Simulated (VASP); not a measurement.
Input of a VASP 6.6.1 run:

The input INCAR:

```
SYSTEM = Mo
  PREC = Accurate
  ENCUT = 300
  EDIFF = 1E-7
  ISMEAR = 0
  SIGMA = 0.1
  LREAL = .False.
  LASPH = .True.
  NELM = 100
  ALGO = Normal
  ISIF = 3
  LWAVE = .False.
  LCHARG = .False.
  GGA = PS
  IBRION = 2
  NSW = 90
  EDIFFG = -0.005
```

Contents of KPOINTS:

```
Automatic mesh
0
Gamma
  18 18 10
  0 0 0
```

File POSCAR:

```
Mo
1.0
    2.8046577100      0.0000000000      0.0000000000
   -1.4023288500      2.4289048200      0.0000000000
    0.0000000000      0.0000000000      4.5800060300
Mo
2
Direct
    0.3333333300      0.6666666700      0.2500000000
    0.6666666700      0.3333333300      0.7500000000
```

Potentials or basis: VASP PAW PBE potentials, release 64 (Mo_sv).

Run with:

```console
$ cat potpaw_PBE.64/Mo_sv/POTCAR > POTCAR
$ mpirun -np 1 vasp_std > vasp.out
```

(1) Estimate the space group after relaxing (to 0.05 Å).

(2) Predict the relaxed cell.

(3) What does it give for the relaxed volume?

(4) Estimate the band gap on the k mesh.

Results:

(1) P6_3/mmc (No. 194).

(2) a = 2.730 Å, b = 2.730 Å, c = 4.839 Å, α = 90.00°, β = 90.00°, γ = 120.00°.

(3) 15.62 Å³/atom.

(4) none (metal or under the smearing width).

Caveat: the cutoff is under 1.25 times the usual one of these potentials, so pressure, stress and relaxed cells hold a basis-set (Pulay) error; the PAW data sets were made with another functional, which shifts forces and pressure a little.
